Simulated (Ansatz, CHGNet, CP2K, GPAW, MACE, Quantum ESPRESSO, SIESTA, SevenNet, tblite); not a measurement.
# GPAW on AlP(100) slab, H on both faces (90 atoms): settings against a plane-wave reference, part 2 of 2

Wanted: GPAW inputs and outputs for AlP(100) slab, H on both faces (90 atoms), checked against a plane-wave reference.

Program: GPAW 26.7.0; the method stands at each step. Banners, paths, timers and routine set-up lines are dropped from the logs unmarked, and long logs keep their key lines alone; longer cuts are marked.

So far. Step 3 (PBE, LCAO dzp, h 0.2 Å, other mixer settings): Against the first run (22 %), the force difference from the reference is 22 %, at 2.7 times the CPU time (on 2 against 1 cores) (49 SCF steps against 18): another solver or mixer reaches the same state. Step 4 (PBE, grid h 0.2 Å): Against the first run (22 %), the force difference from the reference is 2.7 %, at 3.8 times the CPU time (on 4 against 1 cores) (41 SCF steps against 18).

## Step 5: PBE, LCAO sz(dzp), h 0.2 Å

Method: Kohn-Sham DFT, PBE, PAW, atomic orbitals (sz(dzp)).

Contents of run.py:

```python
import numpy as np
from ase.io import read
from gpaw import GPAW, FermiDirac

atoms = read("structure.xyz")
atoms.calc = GPAW(
    mode="lcao",
    basis="sz(dzp)",
    h=0.2,
    xc="PBE",
    kpts={"size": (1, 1, 1), "gamma": True},
    occupations=FermiDirac(0.05),
    maxiter=200,
    symmetry={"point_group": False},
    txt="gpaw.txt",
)
energy = atoms.get_potential_energy(force_consistent=True)
forces = atoms.get_forces()
print(f"energy {energy:.6f} eV")
print("forces (eV/A)")
for i, (a, f) in enumerate(zip(atoms, forces)):
    print(f"{i:4d} {a.symbol:2s} {f[0]:10.5f} {f[1]:10.5f} {f[2]:10.5f}")
print(f"Fermi level {atoms.calc.get_fermi_level():.4f} eV")
for k in range(len(atoms.calc.get_ibz_k_points())):
    for s in range(atoms.calc.get_number_of_spins()):
        e = atoms.calc.get_eigenvalues(kpt=k, spin=s)
        n = np.searchsorted(e, atoms.calc.get_fermi_level())
        print(f"k {k} spin {s} levels about the Fermi level:", np.round(e[max(n - 6, 0):n], 4).tolist(), "|", np.round(e[n:n + 6], 4).tolist())
```

Contents of structure.xyz:

```xyz
90
Lattice="11.58877 0.00000 0.00000 0.00000 11.58877 0.00000 0.00000 0.00000 18.56080" Properties=species:S:1:pos:R:3 pbc="T T T"
[... 90 atom lines left out: the same atoms as in the first run ...]
```

Launch:

```console
> OMP_NUM_THREADS=1 python run.py > output.txt
```

The program printed:

```text
energy -310.268272 eV
forces (eV/A)
   0 Al    0.45864   -0.83262    0.77817
   1 P    -0.19745    1.06795    1.69803
   2 Al   -0.56203   -0.04410    0.74290
   3 P    -0.92714   -0.29409   -0.67080
   4 Al   -0.06224   -0.87306    0.15786
   5 P     0.32130    0.94576   -0.52858
   6 Al   -0.25734   -0.38398    0.46506
   7 P     0.18743    0.26826    2.87200
   8 Al    0.33290    0.63340    1.37058
   9 P     0.05879   -0.64408   -1.45696
  10 Al    0.07333   -0.37104   -0.72335
  11 P    -0.78922   -0.99129   -1.34808
  12 Al    0.03106   -0.63992    0.60923
  13 P     1.70719    0.54523    2.97498
  14 Al   -0.37676    1.25992    1.15998
  15 P    -0.21352   -0.97562   -1.63986
  16 Al   -1.02901    0.85077   -0.02473
  17 P     0.43391    0.49587   -0.23911
  18 Al   -0.14263    0.28270    0.10373
  19 P    -0.81689   -0.76908    2.59460
  20 Al   -0.13105   -0.47449    0.91145
  21 P     0.02792    0.28785   -1.31557
  22 Al   -0.51106   -0.06795   -0.94576
  23 P     0.22588   -0.25030   -0.53622
[...]
82 H     2.75252    0.11862   -2.20636
  83 H    -3.05396    0.25362   -2.33486
  84 H    -0.10820   -0.05437    0.36447
  85 H    -0.35962    0.02692    0.58651
  86 H     3.07952   -0.03871   -2.42999
  87 H    -2.12704   -0.08268   -1.77981
  88 H     0.44113   -0.02855    0.62078
  89 H    -0.56974   -0.00821    0.78566
Fermi level 0.9051 eV
k 0 spin 0 levels about the Fermi level: [-1.0523, -0.9343, -0.8835, 0.8396, 0.8445, 0.8522] | [0.9296, 0.9877, 0.9985, 1.0884, 1.3746, 1.3947]
```

gpaw.txt:

```text
Input parameters:
  mode=LCAO(),
  basis={'default': 'sz(dzp)'},
  h=0.2,
  kpts=MonkhorstPack(size=(1, 1, 1), gamma=True),
  maxiter=200,
  occupations=Occupations(name='fermi-dirac', width=0.05, fixmagmom=False),
  symmetry=Symmetry(point_group=False),
  xc=XC(name='PBE')
Unit cell  # Å
| periodic |         x |         y |         z |   lengths |    angles |
[... lines left out ...]
  Fermi-Dirac:
[... lines left out ...]
convergence criteria:
- Maximum [total energy] change in last 3 cyles: 0.0005 eV / valence electron
[... lines left out ...]
Converged in 24 steps
[... lines left out ...]
  Free energy:    -310.268272
  Extrapolated:   -310.106122
dipole moment: (62.064535, 28.819902, -6.046593)  # |e|*Ang
Fermi level: 0.905
Eigenvalues  # (at kpt = [0.000, 0.000, 0.000])
| band index |      eig [eV] | occ [0-2] |
|------------|---------------|-----------|
|          0 |       -15.051 |     2.000 |
|        ... |               |           |
|        118 |        -1.116 |     2.000 |
|        119 |        -1.075 |     2.000 |
[...]
|        133 |         1.595 |     0.000 |
|        ... |               |           |
|        155 |         3.682 |     0.000 |
Gap: 0.077 eV
Transition (v -> c):
  (s=0, k=0, n=125, [0.00, 0.00, 0.00]) -> (s=0, k=0, n=126, [0.00, 0.00, 0.00])
No difference between direct/indirect transitions
Force computation time: 3.895  # s
timing:  # [seconds]
  Total:  76.771  # ━━━━━━━━━━━━━━━━━━━━━━━━━━━━━━━━━━━━━━━━━━━━━━━━━━━━━━━━━
  Init:    7.020  # ━━━━━
  SCF:    65.826  # ━━━━━━━━━━━━━━━━━━━━━━━━━━━━━━━━━━━━━━━━━━━━━━━━━
  Forces:  3.895  # ━━━
```

Wall time 78 s (1 thread of Arm Neoverse V2, shared host); peak memory 1.2 GiB.

Numbers from this run, and their distance from the reference:

| Quantity | Value |
| --- | --- |
| r.m.s. force component | 1.132 eV/Å |
| r.m.s. difference of force components | 875.2 meV/Å |
| longest difference of force vectors | 3299 meV/Å |
| force difference over r.m.s. force | 171.2 % |
| slope of forces against the reference's | 1.484 |
| correlation of force components | 0.6704 |

This is a coarse setting, run to see what it loses.

Against the first run (22 %), the force difference from the reference is 171 %, at 0.44 times the CPU time, with 252 basis functions against 882: the smaller basis costs accuracy.

## Step 6: PBE, LCAO dzp, h 0.25 Å

Method: Kohn-Sham DFT, PBE, PAW, atomic orbitals (dzp).

Edit run.py of step 5 so:

```diff
@@ -7,4 +7,4 @@
     mode="lcao",
-    basis="sz(dzp)",
-    h=0.2,
+    basis="dzp",
+    h=0.25,
     xc="PBE",
```

structure.xyz is that of step 5.

The program printed:

```text
energy -358.948730 eV
forces (eV/A)
   0 Al    0.33097   -0.69131    0.55290
   1 P    -0.11439    0.99452   -0.02975
   2 Al   -0.39542   -0.05323    0.54721
   3 P    -0.80745   -0.19766   -0.60584
   4 Al   -0.07481   -0.71816    0.12032
   5 P     0.27012    0.78180   -0.44293
   6 Al   -0.16971   -0.33934    0.30701
   7 P     0.14386    0.22011    0.98594
   8 Al    0.22048    0.51595    1.09147
   9 P     0.00826   -0.52998   -1.19570
  10 Al    0.07997   -0.27859   -0.71230
  11 P    -0.67953   -0.87737   -1.10433
[...]
85 H    -0.06028    0.19557    0.10770
  86 H     0.83135    0.03668   -0.87860
  87 H     0.11467   -0.06464   -0.64891
  88 H     0.28168    0.16950    0.57917
  89 H    -0.40656   -0.11724    0.36123
Fermi level 1.5091 eV
k 0 spin 0 levels about the Fermi level: [-0.3293, -0.2903, 1.0179, 1.4836, 1.4848, 1.4956] | [1.6469, 1.6593, 1.6697, 1.7061, 1.7179, 1.7757]
```

gpaw.txt:

```text
Input parameters:
  mode=LCAO(),
  basis={'default': 'dzp'},
  h=0.25,
  kpts=MonkhorstPack(size=(1, 1, 1), gamma=True),
  maxiter=200,
  occupations=Occupations(name='fermi-dirac', width=0.05, fixmagmom=False),
  symmetry=Symmetry(point_group=False),
  xc=XC(name='PBE')
[... lines left out ...]
  Fermi-Dirac:
[... lines left out ...]
convergence criteria:
- Maximum [total energy] change in last 3 cyles: 0.0005 eV / valence electron
[... lines left out ...]
Converged in 18 steps
[... lines left out ...]
  Free energy:    -358.948730
[... lines left out ...]
Fermi level: 1.509
[... lines left out ...]
|          0 |       -13.482 |     2.000 |
|        ... |               |           |
|        119 |        -0.498 |     2.000 |
|        120 |        -0.472 |     2.000 |
[...]
|        134 |         1.860 |     0.002 |
|        ... |               |           |
|        155 |         3.150 |     0.000 |
Gap: 0.151 eV
Transition (v -> c):
  (s=0, k=0, n=126, [0.00, 0.00, 0.00]) -> (s=0, k=0, n=127, [0.00, 0.00, 0.00])
No difference between direct/indirect transitions
Force computation time: 12.149  # s
timing:  # [seconds]
  Total:  122.196  # ━━━━━━━━━━━━━━━━━━━━━━━━━━━━━━━━━━━━━━━━━━━━━━━━━━━━━━━━
  Init:     6.266  # ━━━
  SCF:    103.754  # ━━━━━━━━━━━━━━━━━━━━━━━━━━━━━━━━━━━━━━━━━━━━━━━╸
  Forces:  12.149  # ━━━━━╸
```

Wall time 2.1 min (1 thread); peak memory 1 GiB.

Compared with the plane-wave run:

| Quantity | Value |
| --- | --- |
| r.m.s. force component | 0.5737 eV/Å |
| r.m.s. difference of force components | 169.1 meV/Å |
| longest difference of force vectors | 662.1 meV/Å |
| force difference over r.m.s. force | 33.06 % |
| slope of forces against the reference's | 1.075 |
| correlation of force components | 0.9579 |
| energy less the same-level run's | 23.09 meV/atom |
| r.m.s. force difference from the same-level run | 104.4 meV/Å |

This is a coarse setting, run to see what it loses.

Against the first run (22 %), the force difference from the reference is 33 %, at 0.69 times the CPU time: the grid matters here.

The difference per atom is largest on H (0.40 eV/Å on average, against 0.15 on P). The forces add up to 2.1 eV/Å instead of zero, usually a sign of too coarse a grid.

## Step 7: The ladder

Differences are against the plane-wave reference, forces as r.m.s. over components; share is that over the reference's r.m.s. force, slope the least-squares factor from reference forces to these. Total energies of different programs have different zeros and aren't compared.

```tsv
run	Δ force, r.m.s. (meV/Å)	share (%)	slope	cores	CPU time	memory (GiB)
reference	-	-	-	8	93 s	2.1
GPAW PBE, LCAO dzp, h 0.2 Å	112	21.9	1.085	1	3 min	1.5
GPAW PBE, LCAO dzp, h 0.2 Å, other mixer settings	113	22.1	1.086	2	8.2 min	1.6
GPAW PBE, grid h 0.2 Å	14.1	2.75	1.012	4	11 min	2.9
GPAW PBE, LCAO sz(dzp), h 0.2 Å (coarse)	875	171	1.484	1	78 s	1.2
GPAW PBE, LCAO dzp, h 0.25 Å (coarse)	169	33.1	1.075	1	2.1 min	1
```

Rows marked coarse were listed beforehand as settings not expected to be converged; some can still land near the reference.

CPU time is summed over cores on a shared host, where runs went side by side, so it is rough. Symmetry, cutoffs, thresholds, outputs and thread counts weren't matched or tuned between programs; memory under MPI is the largest rank's times the ranks.

Within one program, basis, potentials and functional, energies share a zero. Each run against its twin at the usual cutoff or grid and solver:

```tsv
run	twin	Δ energy (meV/atom)	Δ force, r.m.s. (meV/Å)	CPU time over the twin's
GPAW PBE, LCAO dzp, h 0.2 Å, other mixer settings	LCAO dzp, h 0.2 Å	6.0e-4	3.02	2.7 (this twin ran on 1 cores)
GPAW PBE, LCAO dzp, h 0.25 Å	LCAO dzp, h 0.2 Å	23.1	104	0.69
```

## Step 8: Results

| Item | Value |
| --- | --- |
| nearest in forces | GPAW PBE, grid h 0.2 Å, 2.7 % |
| its CPU time | 11 min |

What this shows: PBE on plane waves or a grid with other potentials, cutoffs or grids, coarse settings apart, differs from the reference by 2.7 % (GPAW PBE, grid h 0.2 Å) of the r.m.s. force; this holds the reference's own error, so differences of a few per cent don't tell which side is nearer the exact PBE result. The PBE runs in local orbitals, coarse settings apart, differ by 22 % in each run; basis, grid and potentials can all enter. Runs with settings chosen to be coarse differ by 33 % (GPAW PBE, LCAO dzp, h 0.25 Å) to 171 % (GPAW PBE, LCAO sz(dzp), h 0.2 Å), their programs' other errors included. None of the electronic-structure runs in the table takes under half the reference's CPU time of 93 s; they take 0.84 to 7.4 times as much. Caps of real hydrogen don't mimic the fractional bonds of a polar compound, so surface states and strained caps may belong to the model. The electronic-structure runs sample only Γ, in a cell whose shortest periodic width is 12 Å, which is coarse for a cell with partly filled levels.

[Also dropped from logs without a mark: logging warnings of Python, and SIESTA's first energy breakdown and zero terms.]

[Logs are printed without paths, hosts, clocks, repeated set-up lines and the standing remarks that a program may print on its own settings, such as how far it seeks lower states.]

[Hosts, paths, dates, database ids (printed as entryN), source tags and the programs' standing remarks are cut or masked in the printed files.]
